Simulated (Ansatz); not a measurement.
# Te2Mo monolayer (1T): modes against uniaxial strain along a, the zigzag direction, with the width clamped, part 2 of 2

Aim: how do the optical modes of Te2Mo monolayer (1T) shift and split under this strain?

Ansatz 0.2.0; DFT PBEsol, scalar-relativistic, plane waves, PAW; PAW set soft_1.

So far. Step 4 (Tight relaxation): The largest force component left is 0.050 meV/Å, within the tolerances set.

**5. Modes at rest**

The force constants come from the linear response of the density to a displacement.

The modes at rest are the reference of the series.

The input, input.yaml:

```yaml
crystal:
  lattice:
    - [3.4296028271, 0.0, 0.0]
    - [-1.7148014135, 2.9701231731, 0.0]
    - [0.0, 0.0, 30.424]
  atoms:
    - { symbol: Mo, position: [0.0, 0.0, 0.328687878] }
    - { symbol: Te, position: [0.3333333333, 0.6666666667, 0.3899785126] }
    - { symbol: Te, position: [0.6666666667, 0.3333333333, 0.2673972434] }
  periodic: [true, true, false]
kpoints:
  mp_grid: { grid: [15, 15, 1] }
hamiltonian:
  xc: pbesol
  pseudopotentials: { kind: paw, azcp: { folder: soft_1 }, xc_functional: pbe }
scf:
  occupations: { method: methfessel_paxton, width: 0.2 }
output:
  eigenvalues: true
phonons:
  method: dfpt
```

The run is started by

```bash
$ ansatz run input.yaml --threads 4 --pin off --max-ram 16384MiB --backend cpu --events-out ev --progress --plain --runs-dir out
```

Numbers of over 12 decimals in the logs are rounded to 6 here.

Output:

```text
Warning: crystal.symmetry: narrowed to the stabiliser of the run's FFT grids — unitary ops 12 → 6. A phonons.method: dfpt run fills in the rows of the dynamical matrix that it does not solve by its symmetry operations, which is exact only for operations that map its FFT grids onto themselves: filled in by any other, the frequencies could depend on the order in which like atoms are typed, or, by more than the grids' own error, on where the crystal sits among the grids' points. Excluded: 6 operations. The run can therefore solve more perturbations, solve them on more k-points, or both, and cost more. [rest of the remark cut]
[...]
Crystal: 3 atoms, lattice volume = 309.909 Å³
Basis set: ecut = 420 eV, 6041 PW (Γ), exchange–correlation on 48×48×432 points (8 copies of the dense FFT grid, shifted against one another)
Bands: 28, of which v1, the nominal top of the filled ones, is band 23 counted from 1 (22 counted from 0)
Symmetry: 12 space group operations
k-points: 64 of 225 (irreducible under 2 space group operations, time reversal used)
[...]
SCF iter   1: F=—  HF=-18701.704690 eV  |F-HF|=—  |Δ(HF+E_count)|=         —  Δρ=2.37e-2  dr2=2.39e0  ethr=3.10e-3  ⟨swp⟩=15.9  Hψ=13888  notcnv=0
[...]
SCF iter  10: F=-18700.980546 eV  HF=-18700.980546 eV  |F-HF|=9.46e-11  |Δ(HF+E_count)|=   1.92e-9  S|Δr|=    0.00e0  Δρ=3.85e-8  dr2=6.62e-12  ethr=1.00e-12  ⟨swp⟩=15.4  Hψ=16789  notcnv=0
SCF 1 converged in 10 iterations: F = -18700.980546 eV  dr2 = 6.62e-12
[...]
DFPT response loops at Γ: preconditioner auto → none (partly filled bands, converged f_vac=0.740); β = 0.50; Broyden in place of MSR1
SCF converged after 10 iterations
[...]
Free energy (F): -18700.980546 eV
[...]
Internal energy: -18700.984876 eV  (E = F + TS)
E sigma→0 (E₀):  -18700.981629 eV
Entropy (-TS):   0.004330 eV (1.443 meV/atom)
Fermi energy:    -4.249291 eV
[...]
--- Band table (eV; the first three rows and the last of 64) ---
  k-point 0: bands = [... 19 lower, -6.6415, -5.7441, -4.9755, -4.9755, -2.5249, -2.5249, -0.6729, -0.4329, ... 1 higher]
  k-point 1: bands = [... 19 lower, -6.4993, -5.7430, -5.0904, -5.0582, -2.8521, -2.5116, -0.9075 (-0.9075°), -0.5764, ... 1 higher]
  k-point 2: bands = [... 19 lower, -6.4120, -5.8560, -5.3922, -5.2339, -3.4042, -2.5361, -1.7817, -0.7862, ... 1 higher]
  k-point 63: bands = [... 19 lower, -7.8095, -7.5481, -6.7584, -4.4950, -4.1349, -3.0642, -2.8344, -1.1277, ... 1 higher]
  ° read free of the cell's end (the report's vacuum.weakly_bound_levels)
--- Phonons (Γ-DFPT): 6 representative perturbations + reference, on 64 of 225 k-points (Σ response iterations 27) ---
  ASR residual: 4.169e-5 → 0.000e0 eV/Å²; symmetrization residual: 2.523e-5 eV/Å²
  The last average, over the group as it would stand without the narrowing to the FFT grids, took up to 6.934e-6 eV/Å² of the zone centre's force constants
  ASR residual per site (eV/Å²): 1.43e-5 2.67e-5 4.17e-5
  Γ frequencies (cm⁻¹): 0.00 0.00 0.00 112.59 112.59 162.99 180.71 180.71 249.05
  non-analytic LO–TO correction: not included (Born effective charges unavailable; polar crystals: no LO–TO splitting at Γ)
```

Run time: 2.1 min. Hardware: 4 threads of Arm Neoverse V1, shared host; peak memory 2 GiB.

This step gave:

| Item | Value |
| --- | --- |
| sum-rule residual before enforcement | 4.17e-5 eV/Å² |
| point group | -3m |
| highest optical mode at the zone centre (no LO-TO term) | 249.1 cm⁻¹ |
| lowest optical zone-centre mode | 112.6 cm⁻¹ |

Patterns of degenerate modes are one choice out of their space. The modes at Γ (shares of kinetic energy by element, %):

```
mode  frequency (cm⁻¹)  symmetry  Mo %  Te %
   1               0.0  acoustic    27    73
   2               0.0  acoustic    27    73
   3               0.0  acoustic    27    73
   4             112.6        Eg     0   100
   5             112.6        Eg     0   100
   6             163.0       A1g     0   100
   7             180.7        Eu    73    27
   8             180.7        Eu    73    27
   9             249.1       A2u    73    27
```

Displacements in mode 4 (112.6 cm⁻¹), the largest set to 1:
```
Mo1  0.00  0.00  0.00
Te2  0.00 -1.00  0.00
Te3  0.00  1.00  0.00
```

Displacements in mode 7 (180.7 cm⁻¹), the largest set to 1:
```
Mo1 -0.06  1.00  0.00
Te2  0.02 -0.38  0.00
Te3  0.02 -0.38  0.00
```

Before it was imposed, the acoustic sum rule was missed by 4.2e-5 eV/Å². Small misses are needed for a sound result but don't prove that mesh and cutoff are converged. The lowest optical mode is real, 113 cm⁻¹.

**6. Relaxation of a member: uniaxial strain of +5 % along a, the zigzag direction, with the width clamped**

The cell takes a uniaxial strain of +5 % along a, the zigzag direction, with the width clamped. The cell is held, and the atoms relax in it.

input.yaml, the sections that differ from step 5:

```yaml
crystal:
  lattice:
    - [3.6010829685, 0.0, 0.0]
    - [-1.8005414842, 2.9701231731, 0.0]
    - [0.0, 0.0, 30.424]
  atoms:
    - { symbol: Mo, position: [0.0, 0.0, 0.328687878] }
    - { symbol: Te, position: [0.3373961525, 0.6747923049, 0.3889226168] }
    - { symbol: Te, position: [0.6626038475, 0.3252076951, 0.2684531392] }
  periodic: [true, true, false]
output:
  forces: true
  stress: true
  eigenvalues: true
relax:
  adjacent_minimum: "off"
  f_tol: 0.001
  max_steps: 60
# kpoints, hamiltonian, scf: as in step 5
# phonons: removed
```

Output:

```text
[...]
--- Relaxed structure (5 steps of the walk, 4 accepted, 0 SCFs on fresh bases) ---
  F+E_penalty+E_count = -18700.91382384 eV   max|allowed force component| = 6.320e-5 eV/Å
  cell:  # Å, volume = 325.4048 Å³
    - [3.6010829685, -3.031089676811971e-11, 0.0]
    - [-1.800541484225, 2.970123, 0.0]
    - [0.0, 0.0, 30.424]
  atoms:
    - { symbol: Mo, position: [0.0, 0.0, 0.328688] }
    - { symbol: Te, position: [0.338386, 0.676773, 0.388648] }
    - { symbol: Te, position: [0.661614, 0.323227, 0.268728] }
[key lines of the parts left out:]
SCF converged after 4 iterations
Free energy (F): -18700.913824 eV
Fermi energy:    -4.250829 eV
P = ½ c Tr σ = -1.8971 N/m
```

The job ended after 49 s (4 threads; peak memory 0.97 GiB).

Relaxation path:

```
step  energy less that of the first step (eV)  largest force component (eV/Å)
   1                                   0.0000                          0.0964
   2                                   0.0036                          0.2230
   3                                  -0.0010                          0.0017
   4                                  -0.0010                          0.0017
   5                                  -0.0010                          0.0001
```

Relaxation step 2 was tried and not accepted.

The run keeps the 4 symmetry operations that it works with, so distortions that break them were not tested.

The atoms that moved most (Å):

| atom | dx | dy | dz | length |
| --- | --- | --- | --- | --- |
| Te2 | 0.000 | 0.006 | -0.008 | 0.010 |
| Te3 | 0.000 | -0.006 | 0.008 | 0.010 |

The relaxed structure:

```xyz
3
Lattice="3.6011 0.0000 0.0000 -1.8005 2.9701 0.0000 0.0000 0.0000 30.4240" Properties=species:S:1:pos:R:3
Mo    0.0000    0.0000   10.0000
Te    0.0000    2.0101   11.8242
Te    1.8005    0.9600    8.1758
```

Numbers from this step:

```yaml
area_per_atom: 3.565 Å²
```

The largest force component left is 0.063 meV/Å.

**7. Modes of this member: uniaxial strain of +5 % along a, the zigzag direction, with the width clamped**

The zone-centre modes follow for uniaxial strain of +5 % along a, the zigzag direction, with the width clamped.

input.yaml, the sections that differ from step 6:

```yaml
crystal:
  lattice:
    - [3.6010829685, 0.0, 0.0]
    - [-1.8005414842, 2.9701231731, 0.0]
    - [0.0, 0.0, 30.424]
  atoms:
    - { symbol: Mo, position: [0.0, 0.0, 0.328687878] }
    - { symbol: Te, position: [0.3383864688, 0.6767729376, 0.3886476708] }
    - { symbol: Te, position: [0.6616135312, 0.3232270624, 0.2687280852] }
  periodic: [true, true, false]
output:
  eigenvalues: true
phonons:
  method: dfpt
# kpoints, hamiltonian, scf: as in step 6
# relax: removed
```

Output:

```text
[...]
Crystal: 3 atoms, lattice volume = 325.405 Å³
Basis set: ecut = 420 eV, 6295 PW (Γ), exchange–correlation on 60×60×432 points (8 copies of the dense FFT grid, shifted against one another)
Bands: 28, of which v1, the nominal top of the filled ones, is band 23 counted from 1 (22 counted from 0)
Symmetry: 4 space group operations
k-points: 64 of 225 (irreducible under 2 space group operations, time reversal used)
[...]
SCF iter   1: F=—  HF=-18701.649252 eV  |F-HF|=—  |Δ(HF+E_count)|=         —  Δρ=2.41e-2  dr2=2.61e0  ethr=3.10e-3  ⟨swp⟩=15.2  Hψ=13653  notcnv=0
[...]
SCF iter  12: F=-18700.913824 eV  HF=-18700.913824 eV  |F-HF|=2.91e-11  |Δ(HF+E_count)|=   2.09e-9  S|Δr|=    0.00e0  Δρ=1.27e-8  dr2=5.50e-13  ethr=1.00e-12  ⟨swp⟩=15.6  Hψ=14061  notcnv=0
SCF 1 converged in 12 iterations: F = -18700.913824 eV  dr2 = 5.50e-13
[...]
SCF converged after 12 iterations
[...]
Free energy (F): -18700.913824 eV
[...]
Internal energy: -18700.916785 eV  (E = F + TS)
E sigma→0 (E₀):  -18700.914564 eV
Entropy (-TS):   0.002961 eV (0.987 meV/atom)
Fermi energy:    -4.250831 eV
[...]
--- Band table (eV; the first three rows and the last of 64) ---
  k-point 0: bands = [... 19 lower, -6.7081, -5.5254, -5.2821, -4.9396, -3.1834, -2.7666, -0.8042, -0.6818, ... 1 higher]
  k-point 1: bands = [... 19 lower, -6.4344, -5.5432, -5.3861, -5.0334, -3.1490, -3.0772, -1.0407 (-1.0408°), -0.9295, ... 1 higher]
  k-point 2: bands = [... 19 lower, -6.2634, -5.7628, -5.6080, -5.2247, -3.5795, -3.1287, -1.8353, -1.1745, ... 1 higher]
  k-point 63: bands = [... 19 lower, -7.8017, -7.5891, -6.7128, -4.4801, -4.1325, -3.4737, -2.8659, -1.3182, ... 1 higher]
  ° read free of the cell's end (the report's vacuum.weakly_bound_levels)
[...]
ASR residual: 1.025e-4 → 0.000e0 eV/Å²; symmetrization residual: 6.154e-5 eV/Å²
[...]
ASR residual per site (eV/Å²): 1.02e-4 6.25e-5 6.01e-5
  Γ frequencies (cm⁻¹): 0.00 0.00 0.00 110.91 113.47 159.09 163.30 177.91 251.58
[...]
```

Elapsed: 3.3 min, on 4 threads; peak memory 2.2 GiB.

This step gave:

```yaml
sum_rule_residual_before_enforcement: 1.02e-4 eV/Å²
point_group: 2/m
highest_optical_mode_at_the_zone_centre_no_lo_to_term: 251.6 cm⁻¹
lowest_optical_zone_centre_mode: 110.9 cm⁻¹
```

Patterns of degenerate modes are one choice out of their space. The modes at Γ (shares of kinetic energy by element, %):

| mode | frequency (cm⁻¹) | symmetry | Mo % | Te % |
| --- | --- | --- | --- | --- |
| 1 | 0.0 | acoustic | 27 | 73 |
| 2 | 0.0 | acoustic | 27 | 73 |
| 3 | 0.0 | acoustic | 27 | 73 |
| 4 | 110.9 | Bg | 0 | 100 |
| 5 | 113.5 | Ag | 0 | 100 |
| 6 | 159.1 | Ag | 0 | 100 |
| 7 | 163.3 | Au | 73 | 27 |
| 8 | 177.9 | Bu | 73 | 27 |
| 9 | 251.6 | Bu | 73 | 27 |

Displacements in mode 4 (110.9 cm⁻¹), the largest set to 1:
```
Mo1  0.00  0.00  0.00
Te2  1.00  0.00  0.00
Te3 -1.00  0.00  0.00
```

Displacements in mode 9 (251.6 cm⁻¹), the largest set to 1:
```
Mo1  0.00  0.08  1.00
Te2  0.00 -0.03 -0.38
Te3  0.00 -0.03 -0.38
```

The lowest optical mode is real, 111 cm⁻¹, and the highest lies at 251.6 cm⁻¹.

**8. Relaxation of a member: uniaxial strain of -3 % along a, the zigzag direction, with the width clamped**

The cell takes a uniaxial strain of -3 % along a, the zigzag direction, with the width clamped. The cell is held, and the atoms relax in it.

input.yaml, the sections that differ from step 7:

```yaml
crystal:
  lattice:
    - [3.3267147422, 0.0, 0.0]
    - [-1.6633573711, 2.9701231731, 0.0]
    - [0.0, 0.0, 30.424]
  atoms:
    - { symbol: Mo, position: [0.0, 0.0, 0.328687878] }
    - { symbol: Te, position: [0.3312066693, 0.6624133386, 0.3904760147] }
    - { symbol: Te, position: [0.6687933307, 0.3375866614, 0.2668997413] }
  periodic: [true, true, false]
output:
  forces: true
  stress: true
  eigenvalues: true
relax:
  adjacent_minimum: "off"
  f_tol: 0.001
  max_steps: 60
# kpoints, hamiltonian, scf: as in step 7
# phonons: removed
```

Output:

```text
[...]
Crystal: 3 atoms, lattice volume = 300.612 Å³
Basis set: ecut = 420 eV, 5901 PW (Γ), exchange–correlation on 48×48×432 points (8 copies of the dense FFT grid, shifted against one another)
Bands: 28, of which v1, the nominal top of the filled ones, is band 23 counted from 1 (22 counted from 0)
Symmetry: 4 space group operations
[...]
--- Relaxed structure (5 steps of the walk, 4 accepted, 0 SCFs on fresh bases) ---
  F+E_penalty+E_count = -18700.94875376 eV   max|allowed force component| = 4.297e-6 eV/Å
  cell:  # Å, volume = 300.6120 Å³
    - [3.3267147422, 0.0, 0.0]
    - [-1.6633573711, 2.9701231731, 0.0]
    - [0.0, 0.0, 30.424]
  atoms:
    - { symbol: Mo, position: [0.0, 0.0, 0.328688] }
    - { symbol: Te, position: [0.330132, 0.660263, 0.390743] }
    - { symbol: Te, position: [0.669868, 0.339737, 0.266633] }
[key lines of the parts left out:]
SCF converged after 4 iterations
Free energy (F): -18700.948754 eV
Fermi energy:    -4.244357 eV
P = ½ c Tr σ = 1.7036 N/m
```

Wall time 42 s (4 threads); peak memory 0.91 GiB; 2.7 min of CPU time.

The steps of the relaxation:

```csv
step,energy less that of the first step (eV),largest force component (eV/Å)
1,0.0000,0.1041
2,0.0037,0.2289
3,-0.0011,0.0020
4,-0.0011,0.0017
5,-0.0011,0.0000
```

Relaxation step 2 was tried and not accepted.

Forces are held to the 4 operations that the run works with; a distortion that breaks them can't arise in this run.

The atoms that moved most (Å):

| atom | dx | dy | dz | length |
| --- | --- | --- | --- | --- |
| Te3 | 0.000 | 0.006 | -0.008 | 0.010 |
| Te2 | 0.000 | -0.006 | 0.008 | 0.010 |

The relaxed structure:

```xyz
3
Lattice="3.3267 0.0000 0.0000 -1.6634 2.9701 0.0000 0.0000 0.0000 30.4240" Properties=species:S:1:pos:R:3
Mo    0.0000    0.0000   10.0000
Te    0.0000    1.9611   11.8880
Te    1.6634    1.0091    8.1120
```

This step gave:

| Item | Value |
| --- | --- |
| area per atom | 3.294 Å² |

The largest force component left is 0.0043 meV/Å.

**9. Zone-centre modes of the member: uniaxial strain of -3 % along a, the zigzag direction, with the width clamped**

The zone-centre modes follow for uniaxial strain of -3 % along a, the zigzag direction, with the width clamped.

input.yaml, the sections that differ from step 8:

```yaml
crystal:
  lattice:
    - [3.3267147422, 0.0, 0.0]
    - [-1.6633573711, 2.9701231731, 0.0]
    - [0.0, 0.0, 30.424]
  atoms:
    - { symbol: Mo, position: [0.0, 0.0, 0.328687878] }
    - { symbol: Te, position: [0.3301315192, 0.6602630384, 0.3907427736] }
    - { symbol: Te, position: [0.6698684808, 0.3397369616, 0.2666329824] }
  periodic: [true, true, false]
output:
  eigenvalues: true
phonons:
  method: dfpt
# kpoints, hamiltonian, scf: as in step 8
# relax: removed
```

Output:

```text
[...]
Crystal: 3 atoms, lattice volume = 300.612 Å³
Basis set: ecut = 420 eV, 5901 PW (Γ), exchange–correlation on 48×48×432 points (8 copies of the dense FFT grid, shifted against one another)
Bands: 28, of which v1, the nominal top of the filled ones, is band 23 counted from 1 (22 counted from 0)
Symmetry: 4 space group operations
[...]
k-point 63: bands = [... 19 lower, -7.7294, -7.4908, -6.7636, -4.4999, -4.1243, -3.0906, -2.5046, -1.0235, ... 1 higher]
  ° read free of the cell's end (the report's vacuum.weakly_bound_levels)
[...]
ASR residual: 9.148e-5 → 0.000e0 eV/Å²; symmetrization residual: 5.373e-5 eV/Å²
[...]
ASR residual per site (eV/Å²): 9.15e-5 4.17e-5 5.16e-5
  Γ frequencies (cm⁻¹): 0.00 0.00 0.00 111.91 113.09 163.29 180.98 186.03 246.37
[...]
[key lines of the parts left out:]
SCF converged after 11 iterations
Free energy (F): -18700.948754 eV
Fermi energy:    -4.244350 eV
```

Wall time 2.7 min (4 threads); peak memory 2 GiB.

This step gave:

```yaml
sum_rule_residual_before_enforcement: 9.15e-5 eV/Å²
highest_optical_mode_at_the_zone_centre_no_lo_to_term: 246.4 cm⁻¹
lowest_optical_zone_centre_mode: 111.9 cm⁻¹
```

Patterns of degenerate modes are one choice out of their space. The modes at Γ (shares of kinetic energy by element, %):

```
mode  frequency (cm⁻¹)  symmetry  Mo %  Te %
   1               0.0  acoustic    27    73
   2               0.0  acoustic    27    73
   3               0.0  acoustic    27    73
   4             111.9        Ag     0   100
   5             113.1        Bg     0   100
   6             163.3        Ag     0   100
   7             181.0        Bu    73    27
   8             186.0        Au    73    27
   9             246.4        Bu    73    27
```

The lowest optical mode is real, 112 cm⁻¹, and the highest lies at 246.4 cm⁻¹.

**10. All members side by side**

The members are set side by side, also those not shown above.

Energies are extrapolated to zero smearing, and E0 is that at rest; the cell is clamped and the atoms are relaxed; all runs use 15×15×1 k points and Methfessel-Paxton smearing of 0.2 eV. State of the crystal along the series:

```
strain (%)  E - E0 (meV/atom)
        -3              10.38
        -2              4.417
        -1              1.032
         0                  0
         1              1.068
         2               4.03
         3              8.686
         4              14.85
         5              22.36
```

Optical modes are counted from below at rest and tracked from member to member by their patterns, and modes that stay within 0.3 cm⁻¹ of each other stand once; labels, where given, are those at rest, then, where named, those of the strained cell; the cell is clamped and the atoms are relaxed; all runs use 15×15×1 k points and Methfessel-Paxton smearing of 0.2 eV. Optical modes along the series:

| strain (%) | optical mode 1 Eg to Bg single part (cm⁻¹) | optical mode 2 Eg to Ag single part (cm⁻¹) | optical mode 3 A1g to Ag (cm⁻¹) | optical mode 4 Eu to Au single part (cm⁻¹) | optical mode 5 Eu to Bu single part (cm⁻¹) | optical mode 6 A2u to Bu (cm⁻¹) |
| --- | --- | --- | --- | --- | --- | --- |
| -3 | 113.1 | 111.9 | 163.3 | 186 | 181 | 246.4 |
| -2 | 113.1 | 112.2 | 164.5 | 185.2 | 181.1 | 247.9 |
| -1 | 112.8 | 112.4 | 163.8 | 183.1 | 180.9 | 248.4 |
| 0 | 112.6 | 112.6 | 163 | 180.7 | 180.7 | 249.1 |
| 1 | 112.3 | 112.8 | 162.2 | 178 | 180.4 | 249.7 |
| 2 | 112 | 113 | 161.5 | 174.9 | 179.9 | 250.2 |
| 3 | 111.7 | 113.1 | 160.7 | 171.5 | 179.4 | 250.8 |
| 4 | 111.3 | 113.3 | 159.9 | 167.6 | 178.7 | 251.2 |
| 5 | 110.9 | 113.5 | 159.1 | 163.3 | 177.9 | 251.6 |

Value and slope at zero strain of a cubic (a lower polynomial where under five rows exist) through the rows within 2 % of rest. Slopes at rest:

| mode | frequency (cm⁻¹) | shift per percent of strain (cm⁻¹) |
| --- | --- | --- |
| optical mode 1 Eg to Bg single part | 112.6 | -0.27 |
| optical mode 2 Eg to Ag single part | 112.6 | 0.19 |
| optical mode 3 A1g to Ag | 163 | -0.78 |
| optical mode 4 Eu to Au single part | 180.7 | -2.54 |
| optical mode 5 Eu to Bu single part | 180.7 | -0.27 |
| optical mode 6 A2u to Bu | 249 | 0.63 |

**11. Summary of results**

| Property | Result |
| --- | --- |
| members | 9 |
| highest optical mode at the zone centre (no LO-TO term), at rest | 249.1 cm⁻¹ |
| optical mode 3 A1g to Ag, shift per percent | -0.78 cm⁻¹ |
| optical mode 4 Eu to Au single part, shift per percent | -2.54 cm⁻¹ |
| optical mode 5 Eu to Bu single part, shift per percent | -0.27 cm⁻¹ |
| optical mode 6 A2u to Bu, shift per percent | 0.63 cm⁻¹ |

In words: The strain lowers the symmetry: the level at 180.7 cm⁻¹ splits, into 163.3 and 177.9 cm⁻¹ at +5 %. Within 2 % of rest optical mode 5 Eu to Bu single part bends away from a straight line, so a single slope holds only near rest. The fastest shift in the table of slopes is -2.5 cm⁻¹ for each percent (optical mode 4 Eu to Au single part). The width is clamped, so the contraction across the strain that a free sheet shows is left out. These are harmonic frequencies at zero temperature: anharmonic shifts, linewidths and thermal expansion are left out. Spin-orbit coupling is left out, which can matter for the heavy elements here. With no gap, or one that is small against the smearing, the frequencies hang on the k mesh and the smearing, most of all near Kohn anomalies. A semilocal functional can close a gap that the real compound would have, so the metallic treatment may be an artefact of the level. The starting cell was built on a prototype and not taken from a measurement. The PAW files were made for PBE; the program adapts parts of them to the functional of the run, but their partial waves stay those of PBE, an approximation that was not tested in this session. Only the zone centre was solved, so an instability at another wavevector cannot show here.

[Logs are printed without paths, hosts, clocks, repeated set-up lines and the standing remarks that a program may print on its own settings, such as how far it seeks lower states.]

[Hosts, paths, dates, database ids (printed as entryN), source tags and the programs' standing remarks are cut or masked in the printed files.]
